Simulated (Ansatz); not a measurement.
# HfC5: what a guessed cell relaxes into, part 2 of 2

Aim: relax a trial structure of HfC5 and see where it ends.

Ansatz 0.2.0; DFT PBE, scalar-relativistic, plane waves, PAW. Earlier steps stand in the parts before.

## 4. Full relaxation

The end of the coarse run is made exact in the group found at a tolerance of 0.06 Å and reduced to its primitive cell.

input.yaml reads:

```yaml
crystal:
  lattice:
    - [4.0839137612, 0.0, 0.0]
    - [-2.0419568806, 3.5367730641, 0.0]
    - [0.0, 0.0, 4.4387053129]
  atoms:
    - { symbol: Hf, position: [0.0, 0.0, 0.0] }
    - { symbol: C, position: [0.2054116033, 0.0, 0.5] }
    - { symbol: C, position: [0.7945883967, 0.7945883967, 0.5] }
    - { symbol: C, position: [0.0, 0.2054116033, 0.5] }
    - { symbol: C, position: [0.3333333333, 0.6666666667, 0.0] }
    - { symbol: C, position: [0.6666666667, 0.3333333333, 0.0] }
basis:
  ecutwfc: 420
kpoints:
  mp_grid: { grid: [12, 12, 8] }
hamiltonian:
  xc: pbe
scf:
  occupations: { method: gaussian, width: 0.1 }
output:
  forces: true
  stress: true
  eigenvalues: true
  write_density: true
  write_potential: true
  elf: true
  volumetric_format: npy
relax:
  adjacent_minimum: "off"
  f_tol: 0.01
  max_steps: 80
  cell: { stress_tol: 0.05 }
```

Launch:

```sh
> ansatz run input.yaml --threads 1 --pin off --max-ram 2560MiB --backend cpu --events-out ev --progress --plain --runs-dir out
```

The log of the run:

```text
Warning: RAYON_NUM_THREADS=1 ignored (pool sized by the plan → 1); use --threads N
Engine: ansatz 0.2.0, x86_64-unknown-linux-gnu
Pseudopotentials: kind: paw
Pseudopotential: Hf, paw, valence charge 26, recommended cutoff 420 eV (normal), Hf.paw.azcp
Pseudopotential: C, paw, valence charge 4, recommended cutoff 420 eV (normal), C.paw.azcp
Functional definition: PBE
  parameter kappa = 0.804
  parameter beta = 0.06672455060314922
  exchange = pbe_x(kappa = kappa, mu = beta*pi^2/3)
  correlation = pbe_c(beta = beta)
Crystal: 6 atoms, lattice volume = 64.112 Å³
Basis set: ecut = 420 eV, 1251 PW (Γ), exchange–correlation on 60×60×60 points (8 copies of the dense FFT grid, shifted against one another)
Bands: 29, of which v1, the nominal top of the filled ones, is band 23 counted from 1 (22 counted from 0)
Symmetry: 12 space group operations
Space group: P-62m (ITA 189), of the structure as read, at distance tolerance 4.0e-5 Å
k-points: 95 of 1152 (time reversal used)
Non-local potential: Hf, projectors of the file, l = 0: 3, l = 1: 2, l = 2: 2, l = 3: 3
Non-local potential: C, projectors of the file, l = 0: 2, l = 1: 2, l = 2: 1
PAW form: soft (Blöchl's): semilocal exchange-correlation on the pseudo side does not see the compensation charge
PAW one-centre angular grid: Hf, 590 points (default); XC on 64 Gauss nodes
PAW one-centre angular grid: C, 110 points (default); XC on 64 Gauss nodes
Initial density: superposition of atomic densities (neutral atoms: chi_scale 0, normalization atom), corrected by the library's trained network
Initial wavefunctions: pseudopotential atomic-orbital guess
Functional: x = pbe(κ = 0.804, μ = 0.2195149727645171), c = pbe(β = 0.06672455060314922)
SCF iter   1: F=—  HF=-16961.627012 eV  |F-HF|=—  |Δ(HF+E_count)|=         —  Δρ=1.94e-2  dr2=5.07e-1  ethr=1.77e-3  ⟨swp⟩=5.0  Hψ=10262  notcnv=0
preconditioner: auto → Kerker (q_TF=auto, 2.581 Å⁻¹)  [metal: Δε(μ)=0.009 eV  Ē_g=13.249 eV  σ=0.100 eV  W_gap=0.05  n_scr=20 (ndim 8)  ℏωp=30.8 eV  f_vac=0.000  D(μ)=2.70/eV (n_scr^D=20)]
SCF iter   2: F=—  HF=-16961.593525 eV  |F-HF|=—  |Δ(HF+E_count)|=   3.35e-2  Δρ=9.27e-3  dr2=1.23e-1  ethr=1.10e-3  ⟨swp⟩=1.0  Hψ=3515  notcnv=0
SCF iter   3: F=—  HF=-16961.583638 eV  |F-HF|=—  |Δ(HF+E_count)|=   9.89e-3  Δρ=1.83e-3  dr2=3.44e-3  ethr=2.68e-4  ⟨swp⟩=1.1  Hψ=2669  notcnv=0
SCF iter   4: F=—  HF=-16961.583720 eV  |F-HF|=—  |Δ(HF+E_count)|=   8.18e-5  Δρ=7.21e-4  dr2=2.96e-4  ethr=7.48e-6  ⟨swp⟩=2.0  Hψ=4748  notcnv=0
SCF iter   5: F=—  HF=-16961.583140 eV  |F-HF|=—  |Δ(HF+E_count)|=   5.80e-4  Δρ=2.74e-4  dr2=3.87e-5  ethr=6.44e-7  ⟨swp⟩=2.2  Hψ=4822  notcnv=0
SCF iter   6: F=—  HF=-16961.583208 eV  |F-HF|=—  |Δ(HF+E_count)|=   6.74e-5  Δρ=7.35e-5  dr2=3.10e-6  ethr=8.42e-8  ⟨swp⟩=2.0  Hψ=4576  notcnv=0
SCF iter   7: F=—  HF=-16961.583208 eV  |F-HF|=—  |Δ(HF+E_count)|=   5.19e-7  Δρ=1.90e-5  dr2=4.02e-7  ethr=6.74e-9  ⟨swp⟩=2.3  Hψ=4264  notcnv=0
SCF iter   8: F=-16961.583208 eV  HF=-16961.583208 eV  |F-HF|=5.14e-9  |Δ(HF+E_count)|=   9.29e-8  Δρ=4.94e-6  dr2=1.77e-8  ethr=2.17e-10  ⟨swp⟩=12.5  Hψ=18517  notcnv=0
SCF 1 converged in 8 iterations: F = -16961.583208 eV  dr2 = 1.77e-8
relax step   1: F+E_penalty+E_count = -16961.58320814 eV  Δ(F+E_penalty+E_count) = +0.000e0 eV  max|allowed force component| = 8.490e-3 eV/Å  Δτ_max = 0.0000 Å  P = -0.416 GPa  Ω = 64.112 Å³  (8 SCF iters, dr2 threshold 1.00e-7 eV, accepted)
Crystal: 6 atoms, lattice volume = 63.840 Å³
Basis set: ecut = 420 eV, 1215 PW (Γ), exchange–correlation on 60×60×60 points (8 copies of the dense FFT grid, shifted against one another)
Initial density: handed on by an earlier stage of this run
Initial wavefunctions: those handed on with the density
iter 1 solved again at ethr=2.15e-6 eV; its pass at ethr=3.10e-3 eV (dr2=9.88e-4 eV) is discarded
SCF iter   1: F=—  HF=-16961.584485 eV  |F-HF|=—  |Δ(HF+E_count)|=         —  Δρ=8.29e-4  dr2=9.35e-4  ethr=2.15e-6  ⟨swp⟩=2.7  Hψ=14788  notcnv=0
preconditioner: auto → Kerker (q_TF=auto, 2.583 Å⁻¹)  [metal: Δε(μ)=0.011 eV  Ē_g=13.255 eV  σ=0.100 eV  W_gap=0.06  n_scr=20 (ndim 8)  ℏωp=30.8 eV  f_vac=0.000  D(μ)=2.42/eV (n_scr^D=20)]
SCF iter   2: F=—  HF=-16961.584374 eV  |F-HF|=—  |Δ(HF+E_count)|=   1.11e-4  Δρ=4.80e-4  dr2=3.45e-4  ethr=2.03e-6  ⟨swp⟩=1.0  Hψ=2755  notcnv=0
SCF iter   3: F=—  HF=-16961.584358 eV  |F-HF|=—  |Δ(HF+E_count)|=   1.65e-5  Δρ=1.04e-4  dr2=1.05e-5  ethr=7.51e-7  ⟨swp⟩=2.5  Hψ=4095  notcnv=0
SCF iter   4: F=—  HF=-16961.584353 eV  |F-HF|=—  |Δ(HF+E_count)|=   4.94e-6  Δρ=7.01e-5  dr2=3.61e-6  ethr=2.27e-8  ⟨swp⟩=2.0  Hψ=4873  notcnv=0
iter 5 did not close the SCF: its close was put off for the readings that it lacked (scf_convergence_deferred on its scf_iter line)
SCF iter   5: F=-16961.584353 eV  HF=-16961.584353 eV  |F-HF|=4.09e-8  |Δ(HF+E_count)|=   3.67e-7  Δρ=2.25e-5  dr2=3.24e-7  ethr=7.84e-9  ⟨swp⟩=2.0  Hψ=4407  notcnv=0
SCF iter   6: F=-16961.584353 eV  HF=-16961.584353 eV  |F-HF|=9.82e-11  |Δ(HF+E_count)|=   1.04e-7  Δρ=4.90e-6  dr2=2.77e-8  ethr=7.04e-10  ⟨swp⟩=6.7  Hψ=17501  notcnv=0
SCF 2 converged in 6 iterations: F = -16961.584353 eV  dr2 = 2.77e-8
relax step   2: F+E_penalty+E_count = -16961.58435273 eV  Δ(F+E_penalty+E_count) = -1.145e-3 eV  max|allowed force component| = 2.457e-2 eV/Å  Δτ_max = 0.0009 Å  P = +0.105 GPa  Ω = 63.840 Å³  energy of the carried Pulay correction = +6.546e-4 eV  (6 SCF iters, dr2 threshold 6.00e-7 eV, accepted)
Crystal: 6 atoms, lattice volume = 63.847 Å³
iter 1 solved again at ethr=1.42e-6 eV; its pass at ethr=3.10e-3 eV (dr2=6.52e-4 eV) is discarded
SCF iter   1: F=—  HF=-16961.584416 eV  |F-HF|=—  |Δ(HF+E_count)|=         —  Δρ=6.22e-4  dr2=6.42e-4  ethr=1.42e-6  ⟨swp⟩=1.0  Hψ=12248  notcnv=0
preconditioner: auto → Kerker (q_TF=auto, 2.583 Å⁻¹)  [metal: Δε(μ)=0.013 eV  Ē_g=13.250 eV  σ=0.100 eV  W_gap=0.08  n_scr=20 (ndim 8)  ℏωp=30.8 eV  f_vac=0.000  D(μ)=2.43/eV (n_scr^D=20)]
SCF iter   2: F=—  HF=-16961.584371 eV  |F-HF|=—  |Δ(HF+E_count)|=   4.54e-5  Δρ=3.11e-4  dr2=1.74e-4  ethr=1.40e-6  ⟨swp⟩=1.0  Hψ=2755  notcnv=0
SCF iter   3: F=—  HF=-16961.584352 eV  |F-HF|=—  |Δ(HF+E_count)|=   1.93e-5  Δρ=4.46e-5  dr2=2.80e-6  ethr=3.79e-7  ⟨swp⟩=1.0  Hψ=2755  notcnv=0
SCF iter   4: F=—  HF=-16961.584409 eV  |F-HF|=—  |Δ(HF+E_count)|=   5.69e-5  Δρ=1.53e-5  dr2=1.74e-7  ethr=6.08e-9  ⟨swp⟩=2.0  Hψ=4784  notcnv=0
iter 5 did not close the SCF: its close was put off for the readings that it lacked (scf_convergence_deferred on its scf_iter line)
SCF iter   5: F=-16961.584408 eV  HF=-16961.584408 eV  |F-HF|=2.57e-8  |Δ(HF+E_count)|=   1.79e-7  Δρ=8.05e-6  dr2=4.36e-8  ethr=3.79e-10  ⟨swp⟩=2.0  Hψ=4901  notcnv=0
SCF iter   6: F=-16961.584408 eV  HF=-16961.584408 eV  |F-HF|=1.96e-10  |Δ(HF+E_count)|=   6.14e-9  Δρ=2.58e-6  dr2=3.08e-9  ethr=9.49e-11  ⟨swp⟩=5.9  Hψ=16890  notcnv=0
SCF 3 converged in 6 iterations: F = -16961.584408 eV  dr2 = 3.08e-9
relax step   3: F+E_penalty+E_count = -16961.58440839 eV  Δ(F+E_penalty+E_count) = -5.566e-5 eV  max|allowed force component| = 2.597e-2 eV/Å  Δτ_max = 0.0002 Å  P = +0.078 GPa  Ω = 63.847 Å³  energy of the carried Pulay correction = +6.354e-4 eV  (6 SCF iters, dr2 threshold 1.36e-7 eV, accepted)
[... 11 lines left out ...]
relax step   4: F+E_penalty+E_count = -16961.58441465 eV  Δ(F+E_penalty+E_count) = -6.258e-6 eV  max|allowed force component| = 1.095e-2 eV/Å  Δτ_max = 0.0001 Å  P = +0.024 GPa  Ω = 63.853 Å³  energy of the carried Pulay correction = +6.207e-4 eV  (6 SCF iters, dr2 threshold 4.22e-8 eV, accepted)
[... 12 lines left out ...]
relax step   5: F+E_penalty+E_count = -16961.58442047 eV  Δ(F+E_penalty+E_count) = -5.824e-6 eV  max|allowed force component| = 1.318e-4 eV/Å  Δτ_max = 0.0002 Å  P = +0.001 GPa  Ω = 63.852 Å³  energy of the carried Pulay correction = +6.237e-4 eV  (6 SCF iters, dr2 threshold 7.50e-9 eV, accepted)
Initial wavefunctions: pseudopotential atomic-orbital guess (no wavefunctions were taken with the density)
iter 1 solved again at ethr=9.22e-8 eV; its pass at ethr=3.10e-3 eV (dr2=4.24e-5 eV) is discarded
SCF iter   1: F=—  HF=-16961.583754 eV  |F-HF|=—  |Δ(HF+E_count)|=         —  Δρ=1.96e-5  dr2=3.87e-8  ethr=9.22e-8  ⟨swp⟩=4.0  Hψ=18023  notcnv=0
SCF iter   2: F=—  HF=-16961.583814 eV  |F-HF|=—  |Δ(HF+E_count)|=   6.00e-5  Δρ=1.08e-5  dr2=1.12e-8  ethr=8.42e-11  ⟨swp⟩=2.6  Hψ=5141  notcnv=0
SCF iter   3: F=—  HF=-16961.583814 eV  |F-HF|=—  |Δ(HF+E_count)|=   3.45e-8  Δρ=4.41e-6  dr2=1.63e-9  ethr=2.43e-11  ⟨swp⟩=2.0  Hψ=4454  notcnv=0
SCF iter   4: F=—  HF=-16961.583814 eV  |F-HF|=—  |Δ(HF+E_count)|=   6.74e-9  Δρ=4.33e-7  dr2=7.79e-11  ethr=3.54e-12  ⟨swp⟩=2.0  Hψ=4565  notcnv=0
iter 5 did not close the SCF: its close was put off for the readings that it lacked (scf_convergence_deferred on its scf_iter line)
SCF iter   5: F=-16961.583814 eV  HF=-16961.583814 eV  |F-HF|=7.28e-12  |Δ(HF+E_count)|=  2.55e-11  Δρ=1.39e-7  dr2=4.43e-12  ethr=1.00e-12  ⟨swp⟩=1.0  Hψ=2755  notcnv=0
SCF iter   6: F=-16961.583814 eV  HF=-16961.583814 eV  |F-HF|=7.28e-12  |Δ(HF+E_count)|=  3.64e-12  Δρ=3.99e-8  dr2=4.38e-13  ethr=1.00e-12  ⟨swp⟩=4.0  Hψ=11898  notcnv=0
SCF 6 converged in 6 iterations: F = -16961.583814 eV  dr2 = 4.38e-13
relax step   6: F+E_penalty+E_count = -16961.58381446 eV  Δ(F+E_penalty+E_count) = +6.060e-4 eV  max|allowed force component| = 3.472e-4 eV/Å  Δτ_max = 0.0000 Å  P = -0.011 GPa  Ω = 63.852 Å³  stress off target by 1.91e-2 GPa  SCF on the basis re-selected at this cell (its energy is not comparable with the rows above)  (6 SCF iters)
basis re-selected at this cell: Δ(F+E_penalty+E_count) = +6.060e-4 eV, ΔP = -0.012 GPa vs the last step (what re-selecting the basis moved, of the pressure what is left beyond the Pulay correction that the steps carried, after the strain that the cell walked since its last selection, with what the two solves' SCF thresholds leave and, on support functions, any second-order correction that the steps lacked; it is no measure of the basis error at this ecutwfc). This SCF's stress stands 1.91e-2 GPa from its target on what of the cell is left free (relax.cell.stress_tol is 5.00e-2 GPa) and its largest allowed force component is 3.47e-4 eV/Å (relax.f_tol is 1.00e-2 eV/Å): within both
SCF converged after 6 iterations
Free energy (F): -16961.583814 eV
Harris-Foulkes:  -16961.583814 eV  (|F-HF|=7.28e-12)
Internal energy: -16961.571583 eV  (E = F + TS)
E sigma→0 (E₀):  -16961.577699 eV
Entropy (-TS):   -0.012231 eV (-2.039 meV/atom)
Fermi energy:    10.891743 eV
--- Per-component energies (eV) ---
  E_band       = -94.816236
  E_kinetic    = 840.229753
  E_local      = -7147.747151  (includes V_loc(G=0)·N_el)
  E_nonlocal   = -1104.323149
  E_hartree    = 3237.529363
  E_xc         = -532.266307
  E_vxc        = -553.227139  (∫ρ·V_xc dr)
  E_paw        = -7419.113897  (= ΣΔE_a)
  E_vpaw       = 1395.192745  (= ΣTr[D̂ρ^β])
  E_aug_tail   = 0.000018  (compensation charges beyond the density's cutoff)
  E_ewald      = -4835.880213
  E_smearing   = -0.012231  (= −TS)
  E_closure    = -0.000000  (closes the sum)
  Σ components = -16961.583814   (vs F -16961.583814, Δ=0.00e0)
--- Forces (eV/Å), atoms counted from 1 ---
  atom   1  Hf    -0.00000000    -0.00000000     0.00000000
  atom   2  C      0.00034725     0.00000000     0.00000000
  atom   3  C     -0.00017362    -0.00030073     0.00000000
  atom   4  C     -0.00017362     0.00030073     0.00000000
  atom   5  C     -0.00000000     0.00000000     0.00000000
  atom   6  C      0.00000000    -0.00000000     0.00000000
  max |Σ_I F_I| component: 1.80e-15 eV/Å
--- Stress (GPa, compression-positive) ---
       -0.007102       0.000000       0.000000
        0.000000      -0.007102       0.000000
        0.000000       0.000000      -0.019059
  P = ⅓ Tr σ = -0.0111 GPa (-0.111 kbar)
--- Band table (eV; the first three rows and the last of 95) ---
  k-point 0: bands = ["-50.1911", "-19.1968", "-18.8796", "-18.8796", "-7.5061", "-1.1938", "-0.1933", "-0.1911", "-0.1911", "-0.1871", "-0.1340", "-0.1340", "-0.1018", "4.5319", "4.5319", "4.8921", "5.3320", "6.1449", "6.1449", "6.9924", "10.5497", "10.5497", "10.7473", "10.7473", "10.8338", "12.7743", "13.2801", "13.2801", "16.4668"]
  k-point 1: bands = ["-50.1911", "-19.2098", "-18.8793", "-18.8793", "-7.4093", "-1.2052", "-0.1885", "-0.1885", "-0.1870", "-0.1869", "-0.1342", "-0.1342", "-0.1018", "4.4552", "4.4552", "4.9026", "5.0934", "6.1808", "6.1808", "6.8226", "10.5305", "10.5305", "10.8788", "10.8876", "10.8876", "12.6669", "13.3387", "13.3387", "17.0948"]
  k-point 2: bands = ["-50.1910", "-19.2407", "-18.8787", "-18.8787", "-7.1644", "-1.2450", "-0.1867", "-0.1823", "-0.1823", "-0.1728", "-0.1348", "-0.1348", "-0.1018", "4.2831", "4.2831", "4.6640", "4.9283", "6.2401", "6.2735", "6.2735", "10.3025", "10.3025", "11.2187", "11.4055", "11.4055", "12.4298", "13.5804", "13.5804", "18.0354"]
  k-point 94: bands = ["-50.1893", "-19.2732", "-18.9402", "-18.9402", "-6.6313", "-0.2027", "-0.2027", "-0.1386", "-0.1361", "-0.1361", "-0.1304", "-0.1210", "1.4522", "1.4522", "2.5430", "2.5430", "3.7318", "6.6390", "9.0931", "9.5337", "9.5337", "10.4051", "10.4051", "12.4307", "12.4307", "13.7458", "13.7458", "14.6200", "16.2023"]
--- Relaxed structure (5 steps of the walk, 5 accepted, 1 SCFs on fresh bases) ---
  F+E_penalty+E_count = -16961.58381446 eV   max|allowed force component| = 3.472e-4 eV/Å   (the final SCF, on the basis selected at the relaxed cell)
  cell:  # Å, volume = 63.8519 Å³
    - [4.082839940418878, 0.0, 0.0]
    - [-2.041419970209439, 3.5358431079884927, 0.0]
    - [0.0, 0.0, 4.423015596323991]
  atoms:
    - { symbol: Hf, position: [-1.2618626377249202e-20, -1.0857023124315746e-20, 0.0] }
    - { symbol: C, position: [0.20564286882851873, -1.0857023124315746e-20, 0.5] }
    - { symbol: C, position: [0.7943571311714814, 0.7943571311714814, 0.5] }
    - { symbol: C, position: [-1.3877787807814457e-17, 0.2056428688285187, 0.5] }
    - { symbol: C, position: [0.33333333333333326, 0.6666666666666666, 0.0] }
    - { symbol: C, position: [0.6666666666666667, 0.33333333333333326, 0.0] }
```

Wall time 1.9 min (1 thread of AMD EPYC 7R43 (Zen 3), shared host); peak memory 0.53 GiB.

Step by step:

| step | E - E(step 1) (eV/cell) | largest force component (eV/Å) | pressure (GPa) | volume (Å³) |
| --- | --- | --- | --- | --- |
| 1 | 0.0000 | 0.0085 | -0.42 | 64.11 |
| 2 | -0.0011 | 0.0246 | 0.10 | 63.84 |
| 3 | -0.0012 | 0.0260 | 0.08 | 63.85 |
| 4 | -0.0012 | 0.0110 | 0.02 | 63.85 |
| 5 | -0.0012 | 0.0001 | 0.00 | 63.85 |
| 6 | -0.0006 | 0.0003 | -0.01 | 63.85 |

Step 1 is the start. Step 6 repeats the geometry before it on a plane-wave basis chosen anew for that cell, so its energy need not be comparable with the rows above.

|  | before | after | change |
| --- | --- | --- | --- |
| a (Å) | 4.084 | 4.083 | 0.0 % |
| b (Å) | 4.084 | 4.083 | 0.0 % |
| c (Å) | 4.439 | 4.423 | -0.4 % |
| volume (Å³/atom) | 10.69 | 10.64 | -0.4 % |
| shortest distance (Å) | 1.453 | 1.454 | +0.1 % |
| space group (0.01 Å) | P-62m | P-62m | same |

Forces and stress were held to the start's 12 operations: a distortion of lower symmetry was not tested.

Density in a lattice plane of the grid's cell (edges 4.08 and 4.08 Å, at 0.000 of the third edge), which holds Hf and C.

Values in e/Å³, 12 rows by 12 columns:
```
21.39  8.47  1.63  0.39  0.40  0.50  0.50  0.40  0.37  1.42  8.12 20.43
 5.48  1.63  0.51  0.58  0.94  1.11  0.91  0.56  0.43  1.35  4.91  8.12
 0.72  0.40  0.59  1.17  1.61  1.63  1.17  0.56  0.36  0.67  1.35  1.42
 0.29  0.41  0.95  1.61  1.44  1.61  0.94  0.40  0.27  0.36  0.43  0.37
 0.32  0.51  1.11  1.63  1.61  1.11  0.52  0.32  0.40  0.56  0.56  0.40
 0.33  0.49  0.90  1.17  0.95  0.52  0.36  0.52  0.94  1.17  0.91  0.50
 0.30  0.39  0.56  0.57  0.41  0.33  0.52  1.11  1.61  1.63  1.11  0.50
 0.27  0.36  0.43  0.37  0.29  0.41  0.95  1.61  1.44  1.61  0.94  0.40
 0.70  1.41  1.36  0.68  0.37  0.57  1.17  1.63  1.61  1.17  0.58  0.39
 5.47  8.12  4.91  1.36  0.43  0.56  0.90  1.11  0.95  0.59  0.51  1.63
21.39 20.43  8.12  1.41  0.36  0.39  0.49  0.51  0.41  0.40  1.63  8.47
35.47 21.39  5.47  0.70  0.27  0.30  0.33  0.32  0.29  0.72  5.48 21.39
```
Columns run along the first of these edges and rows up along the second, over one cell in 12 and 12 even steps from the bottom left corner. Atoms in the plane (fractional): Hf at (1.00, 1.00), C at (0.33, 0.67), C at (0.67, 0.33).

ELF in the same plane.

Values, 12 rows by 12 columns:
```
0.83 0.78 0.39 0.20 0.50 0.63 0.66 0.54 0.19 0.39 0.78 0.84
0.70 0.39 0.28 0.67 0.82 0.81 0.85 0.71 0.20 0.37 0.70 0.78
0.23 0.23 0.69 0.84 0.56 0.61 0.85 0.69 0.17 0.20 0.37 0.39
0.20 0.56 0.84 0.56 0.05 0.56 0.83 0.50 0.16 0.17 0.20 0.19
0.34 0.66 0.81 0.60 0.56 0.80 0.62 0.32 0.50 0.69 0.71 0.54
0.34 0.63 0.83 0.85 0.84 0.64 0.41 0.62 0.83 0.85 0.85 0.66
0.28 0.48 0.69 0.71 0.56 0.38 0.64 0.80 0.56 0.61 0.81 0.63
0.16 0.17 0.20 0.19 0.20 0.56 0.84 0.56 0.05 0.56 0.82 0.50
0.22 0.38 0.38 0.22 0.19 0.71 0.85 0.60 0.56 0.84 0.67 0.20
0.70 0.78 0.71 0.38 0.20 0.69 0.83 0.81 0.84 0.69 0.28 0.39
0.83 0.84 0.78 0.38 0.17 0.48 0.63 0.66 0.56 0.23 0.39 0.78
0.75 0.83 0.70 0.22 0.16 0.28 0.34 0.34 0.20 0.23 0.70 0.83
```
Columns run along the first of these edges and rows up along the second, over one cell in 12 and 12 even steps from the bottom left corner. Atoms in the plane (fractional): Hf at (1.00, 1.00), C at (0.33, 0.67), C at (0.67, 0.33).

Both are smooth fields of the valence electrons: close to the nuclei they are not physical.

Maxima of ELF outside the ion cores: 0.91 beside C, off the lines to its neighbours, 0.7 Å from C; 0.88 in the shell around C, 0.7 Å from C; 0.85 between the atoms, 0.8 Å from C.

## 5. Results

What follows sums up all 2 parts. Changes of volume or cell count from the first structure of part 1.

```
                              quantity                                                                       value
symmetry at the end (tolerance 0.05 Å)                                                 space group P-62m (No. 189)
                     conventional cell  a = 4.083 Å, b = 4.083 Å, c = 4.423 Å, α = 90.00°, β = 90.00°, γ = 120.00°
                                volume                                                               10.64 Å³/atom
              energy over the elements                                                               +2.42 eV/atom
                       gap on the mesh                                                                none (metal)
```

In words: The space group P-62m (No. 189) is kept, and the volume per atom shrinks by 34.1 % from the first guess. With a positive formation energy it can't be a ground state. No finished test with a distortion of lower symmetry is shown, so the end may be a saddle point. Spin-orbit coupling is left out for Hf.
